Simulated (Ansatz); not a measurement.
**A trial form of Ge**

All numbers below come from DFT PBE, scalar-relativistic, plane waves, PAW (Ansatz). Cutoff 420 eV, Gaussian smearing, Γ-centred meshes. Cell and atoms relax first on a coarse mesh and then on a finer one. In between, the cell is made exact in the group found at 0.06 Å. In metals the finer mesh still leaves noise of several meV/atom or more. The steps can't lower the symmetry of their start. No spin polarisation.

The cell of Ge is invented: 4-connected net of one element (Pccn, No. 56). Lengths were set from tabulated atomic sizes, so they are only a guess.

```
Ge
1.0
     3.65154    0.00000    0.00000
     0.00000    6.27190    0.00000
     0.00000    0.00000    6.61137
Ge
8
Direct
  0.14397 0.56296 0.15908
  0.14397 0.93704 0.65908
  0.64397 0.06296 0.84092
  0.35603 0.93704 0.15908
  0.85603 0.06296 0.34092
  0.85603 0.43704 0.84092
  0.64397 0.43704 0.34092
  0.35603 0.56296 0.65908
```

Energies count from the standard state of Ge at the same level.

Question: Describe the relaxed structure.

Answer: The symmetry stays Pccn (No. 56). The volume per atom grows by 18.3 %, from 18.9 to 22.4 Å³. The shortest distance goes from 2.32 Å (Ge–Ge) to 2.51 Å (Ge–Ge). The energy falls by about 0.17 eV/atom (the start's value is from the coarse mesh). Conventional cell: a = 3.904 Å, b = 6.490 Å, c = 7.071 Å. Ge has 4 Ge at 2.51–2.58 Å.

```xyz
8
Lattice="3.9036 0.0000 0.0000 0.0000 6.4901 0.0000 0.0000 0.0000 7.0707" Properties=species:S:1:pos:R:3 pbc="T T T"
Ge    0.4593    3.6835    1.1096
Ge    0.4593    6.0517    4.6450
Ge    2.4111    0.4384    5.9611
Ge    1.4925    6.0517    1.1096
Ge    3.4443    0.4384    2.4257
Ge    3.4443    2.8066    5.9611
Ge    2.4111    2.8066    2.4257
Ge    1.4925    3.6835    4.6450
```

Question: How does it come out in energy, and is it a metal?

Answer: The energy over the standard state is +0.22 eV/atom. The gap on the 10×6×6 mesh of the 8-atom cell is 0 eV (a metal).

So it is a metastable form at best.

The last run used Gaussian smearing of 0.10 eV. The zero gap may come from the functional, which often closes small gaps. Symmetry constrained the relaxation, so the result can be a saddle point. In all, the 3 runs took 7.6 min on 1 thread of Arm Neoverse V2 (shared host). Another cell of Ge relaxed alike, in Fd-3m, lies 228 meV/atom lower, so this cell isn't the stable form at this level.
